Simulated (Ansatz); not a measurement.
**What a trial cell of Ru relaxes into**

The calculation used Ansatz, DFT r2SCAN, scalar-relativistic, plane waves, PAW. Cutoff 500 eV, Γ-centred k mesh, Gaussian smearing, no spin polarisation in the final step.

The start puts Ru on the graphite structure type (P6_3/mmc, No. 194), at a guessed volume.

```xyz
4
Lattice="2.9151 0.0000 0.0000 -1.4576 2.5246 0.0000 0.0000 0.0000 7.9396" Properties=species:S:1:pos:R:3 pbc="T T T"
Ru    0.0000    0.0000    1.9849
Ru    0.0000    0.0000    5.9547
Ru    0.0000    1.6831    5.9547
Ru    1.4576    0.8415    1.9849
```

Cell and atoms relax at zero pressure; the relaxation can't lower the symmetry of the start. After a coarse first stage the cell is made exact in the group found at 0.06 Å.

Energies count from the standard state of Ru at the same level.

Describe the relaxed structure.

It keeps P6_3/mmc (No. 194), but not the shape of the type it started on. Conventional cell: a = 4.114 Å, c = 4.737 Å. Around Ru on Wyckoff site b (2 atoms of the primitive cell) lie 5 Ru at 2.37 Å; Ru on Wyckoff site d (2 atoms of the primitive cell) has 3 Ru at 2.37 Å.

```
Ru
1.0
     4.11351    0.00000    0.00000
    -2.05675    3.56240    0.00000
     0.00000    0.00000    4.73672
Ru
4
Cartesian
  0.0000 0.0000 1.1842
  0.0000 0.0000 3.5525
  0.0000 2.3749 3.5525
  2.0568 1.1875 1.1842
```

What are its volume, energy, density and gap?

The volume per atom is 17.35 Å³, the density is 9.67 g/cm³ and the energy over the standard structure is 1.37 eV/atom. The gap on the 15×15×10 mesh is 0 eV (a metal).

The final run used a 15×15×10 mesh on its 4-atom cell and 0.10 eV smearing. The k mesh leaves about 4 meV/atom of noise in metals. A structure relaxed within its symmetry needn't be a true minimum.